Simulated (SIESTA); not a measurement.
PbS:

```
Pb S
1.0
     4.08970    0.00000    0.00000
    -2.04485    3.54178    0.00000
     0.00000    0.00000    3.78817
Pb S
1 1
Direct
  0.00000 0.00000 0.00000
  0.66667 0.33333 0.50000
```

Measurements of this composition are mostly on another form, of space group No. 225.

| Property | Result |
| --- | --- |
| Program | SIESTA 5.4.2 |
| Task | single point |
| Functional | PBE |
| Potentials or basis | PseudoDojo 0.4 standard (PBE files) |
| Basis | DZP (energy shift 0.002 Ry) |
| Grid cutoff | 500 Ry |
| Energy shift | 0.002 Ry |
| k mesh | 8 × 8 × 7 |
| Occupations | fermi-dirac, width 0.05 eV |
| Spin | no spin polarisation |

On this cell: pressure 0.9 GPa; largest force under 0.003 eV/Å; band gap on the k mesh 0.18 eV, indirect (least direct gap 1.66 eV).

The same run follows on a disturbed copy (atoms moved at random, drawn with an rms of 0.05 Å):

```
CELL_PARAMETERS angstrom
4.08970 0.00000 0.00000
-2.04485 3.54178 0.00000
0.00000 0.00000 3.78817
ATOMIC_POSITIONS crystal
Pb 0.00914 0.00313 0.99818
S 0.64940 0.31891 0.50437
```

**Question.** What changes?

**Answer.** The energy moves by +4.8 meV/atom; pressure 1.0 GPa; largest force 0.205 eV/Å; band gap on the k mesh 0.07 eV, indirect (least direct gap 1.67 eV).

Forces on the atoms (eV/Å):
```
Pb  -0.157 -0.132 -0.011
S    0.157  0.132  0.010
```

Stress tensor (GPa, compression positive):
```
 0.98  0.16 -0.06
 0.16  0.67 -0.05
-0.06 -0.05  1.25
```

Caveats: semicore shells carry a single zeta, which can move pressures by several GPa and volumes by a few percent; spin-orbit coupling is left out, which as a rule narrows the gap of such compounds by several tenths of an eV; an odd mesh through Γ misses points on the zone boundary, where band edges often lie; the basis of atomic orbitals isn't converged, which shifts pressures, moduli and gaps.
